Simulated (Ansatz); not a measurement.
The system is InP.

```
In P
1.0
     0.00000    2.76883    2.76883
     2.76883    0.00000    2.76883
     2.76883    2.76883    0.00000
In P
1 1
Direct
  0.00000 0.00000 0.00000
  0.50000 0.50000 0.50000
```

Measurements of this composition are mostly on another form, of space group No. 216.

| Item | Value |
| --- | --- |
| Program | Ansatz 0.2.0 |
| Task | relaxation of cell and atoms |
| Functional | HSE06 |
| Potentials or basis | Ansatz PAW |
| Cutoff | 420 eV (not typed: the program's choice for these potentials) |
| k mesh | 4 × 4 × 4 |
| Occupations | fermi-dirac, width 0.05 eV |
| Spin | no spin polarisation |

At the start: volume 21.23 Å³/atom.

How do energy, volume and symmetry change on relaxing?

It ends after 5 steps and the volume is 20.61 Å³/atom (-2.9 %); space group Fm-3m (No. 225, to 0.05 Å).

Step by step:
```tsv
step	energy change (eV)	largest force (eV/Å)	volume (Å³)
1	0.0000	0.0000	42.45
2	-0.0024	0.0000	40.16
3	-0.0100	0.0000	41.28
4	-0.0100	0.0000	41.22
5	-0.0096	0.0000	41.22
```

Final structure:
```
In P
1.0
     0.00000    2.74180    2.74180
     2.74180    0.00000    2.74180
     2.74180    2.74180    0.00000
In P
1 1
Direct
  0.00000 0.00000 0.00000
  0.50000 0.50000 0.50000
```

Caveat: the k mesh is coarse (spacing up to 0.49 Å⁻¹), so the values aren't converged, least of all with exact exchange; the plane-wave basis is chosen anew once the cell has moved, so the energies of steps on either side of that aren't comparable; the PAW data sets come from PBE, with cores solved anew for the run's functional, which leaves a small shift of forces and pressure.
